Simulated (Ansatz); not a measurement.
# Ge: the cost of one run

Program: Ansatz 0.2.0. Level of theory: DFT PBE, scalar-relativistic, plane waves, PAW. These are calculated values, not measurements.

## 1. Starting point

Symmetry: Cmcm, No. 63, orthorhombic system. Conventional cell: a = 6.046 Å, b = 12.604 Å, c = 4.064 Å, α = 90.00°, β = 90.00°, γ = 90.00°. Ge (site symmetry m) has 4 Ge at 2.50 to 2.51 Å as nearest neighbours. Around Ge (site symmetry m2m) lie 4 Ge at 2.47 to 2.50 Å.

As a file:

```xyz
6
Lattice="3.0228 -6.3021 0.0000 3.0228 6.3021 0.0000 0.0000 0.0000 4.0644" Properties=species:S:1:pos:R:3 pbc="T T T"
Ge    1.2488    2.4620    1.0161
Ge    1.2488   -2.4620    3.0483
Ge    4.7968    2.4620    1.0161
Ge    4.7968   -2.4620    3.0483
Ge    3.0228    0.7009    1.0161
Ge    3.0228   -0.7009    3.0483
```

The start is the relaxed end of an invented cell (made as: 4-connected net of one element (Cmcm, No. 63)), taken up again for a closer look.

## 2. Probe: one point on a coarse mesh

File input.yaml:

```yaml
crystal:
  lattice:
    - [3.0228118, -6.3021435, 0.0]
    - [3.0228118, 6.3021435, 0.0]
    - [0.0, 0.0, 4.0643547]
  atoms:
    - { symbol: Ge, position: [0.011228, 0.401893, 0.25] }
    - { symbol: Ge, position: [0.401893, 0.011228, 0.75] }
    - { symbol: Ge, position: [0.598107, 0.988772, 0.25] }
    - { symbol: Ge, position: [0.988772, 0.598107, 0.75] }
    - { symbol: Ge, position: [0.444394, 0.555606, 0.25] }
    - { symbol: Ge, position: [0.555606, 0.444394, 0.75] }
basis:
  ecutwfc: 420
kpoints:
  mp_grid: { grid: [4, 4, 4] }
hamiltonian:
  xc: pbe
scf:
  occupations: { method: gaussian, width: 0.1 }
  lower_state_search: "off"
output:
  forces: true
  stress: true
  eigenvalues: true
```

Run with:

```bash
> ansatz run input.yaml --threads 4 --pin off --max-ram 8192MiB --backend cpu --events-out ev --progress --plain --runs-dir out
```

What time and memory should one allow on 4 threads of Arm Neoverse V2, shared host?

About 2.1 s, with a peak of 0.55 GiB.
